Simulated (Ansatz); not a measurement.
Level of theory: Ansatz 0.2.0, DFT PBEsol, scalar-relativistic, plane waves, PAW.

Structure of Ga:

```
Ga
1.0
     1.37031   -3.96307   -0.02486
     1.37031    3.96307   -0.02486
    -0.17624    0.00000    3.30212
Ga
2
Cartesian
  1.3263 -2.9029 0.8007
  1.2381 2.9029 2.4517
```

Settings: cutoff 420 eV, Γ-centred mesh 16×16×12 on the computed 2-atom cell, Gaussian smearing of 0.10 eV; no spin polarisation.

Levels along Γ–Y–M–A–Γ | L2–Γ–V2, in eV from the Fermi level, sorted by energy at each point. Points in fractions of the primitive reciprocal vectors: Γ (0.000 0.000 0.000), Y (-0.500 0.500 0.000), M (-0.500 0.500 0.500), A (0.000 0.000 0.500), L2 (-0.500 0.000 0.500), V2 (-0.500 0.000 0.000).
```
point k (1/Å, with 2π) band 11  band 12  band 13  band 14  band 15  band 16
    Γ             0.000   -11.55    -2.14    -1.47     1.53     5.37     9.73
    -             0.113   -11.50    -3.14    -0.42     1.58     5.44     9.40
    -             0.227   -11.36    -4.33     0.93     1.76     5.68     8.85
    -             0.340   -11.11    -5.45     2.04     2.27     6.12     7.97
    -             0.453   -10.77    -6.48     2.43     3.49     6.83     6.98
    -             0.566   -10.34    -7.41     2.91     4.49     6.05     7.39
    -             0.679    -9.83    -8.22     3.46     5.23     5.31     6.79
    Y             0.793    -9.46    -8.68     3.83     4.76     5.94     6.19
    -             0.929    -9.39    -8.61     2.75     3.54     7.08     7.42
    -             1.065    -9.16    -8.38     1.12     1.88     7.90     8.90
    -             1.201    -8.79    -8.02    -0.47     0.29     8.24    10.09
    -             1.337    -8.28    -7.51    -1.94    -1.19     8.70    10.81
    -             1.473    -7.63    -6.88    -3.26    -2.53     9.28    11.37
    -             1.609    -6.87    -6.22    -4.34    -3.70     9.96    11.49
    M             1.745    -6.15    -6.15    -4.56    -4.56    10.73    10.73
    -             1.858    -6.38    -6.38    -4.23    -4.23    10.74    10.74
    -             1.972    -6.81    -6.81    -3.50    -3.50     9.88     9.88
    -             2.085    -7.22    -7.22    -2.60    -2.60     8.27     8.27
    -             2.198    -7.57    -7.57    -1.57    -1.57     6.66     6.66
    -             2.311    -7.81    -7.81    -0.45    -0.45     5.11     5.11
    -             2.425    -7.97    -7.97     0.75     0.75     3.65     3.65
    A             2.538    -8.02    -8.02     1.68     1.68     2.63     2.63
    -             2.674    -8.95    -6.95     0.75     1.63     2.98     3.53
    -             2.810    -9.74    -5.77    -0.10     0.99     4.20     4.63
    -             2.946   -10.40    -4.50    -0.82     0.50     5.55     5.87
    -             3.082   -10.90    -3.21    -1.39     0.21     7.02     7.20
    -             3.218   -11.27    -2.13    -1.81     0.31     7.97     8.59
    -             3.354   -11.48    -2.06    -1.59     0.98     6.21     9.76
    Γ             3.490   -11.55    -2.14    -1.47     1.53     5.37     9.73
   L2             3.490    -3.12    -3.03    -1.73    -1.36     1.52     2.62
    -             3.704    -5.19    -2.43    -0.95    -0.22     1.00     2.90
    -             3.917    -7.11    -2.58    -0.70     0.91     2.45     3.51
    -             4.130    -8.71    -2.63    -1.01     2.18     3.82     4.58
    -             4.343    -9.96    -2.64    -1.00     2.35     3.95     5.79
    -             4.557   -10.85    -2.60    -0.75     1.22     6.01     7.38
    -             4.770   -11.38    -2.39    -1.05     1.19     6.20     8.23
    Γ             4.983   -11.55    -2.14    -1.47     1.53     5.37     9.73
    -             5.157   -11.44    -2.44    -0.97     1.65     5.48     8.04
    -             5.330   -11.09    -2.74    -0.06     2.01     5.44     5.86
    -             5.504   -10.49    -2.85     1.02     2.54     3.03     5.27
    -             5.678    -9.66    -2.79     0.52     2.13     3.42     3.87
    -             5.851    -8.59    -2.75    -1.39     1.71     3.95     4.73
    -             6.025    -7.30    -3.96    -1.69     0.66     4.95     6.18
   V2             6.199    -6.14    -5.28    -1.45     0.14     5.51     7.15
```

This form isn't the element's structure at ambient conditions.

Cost: 1 run of about 1.6 core-minutes, on Arm Neoverse V2 (shared hosts).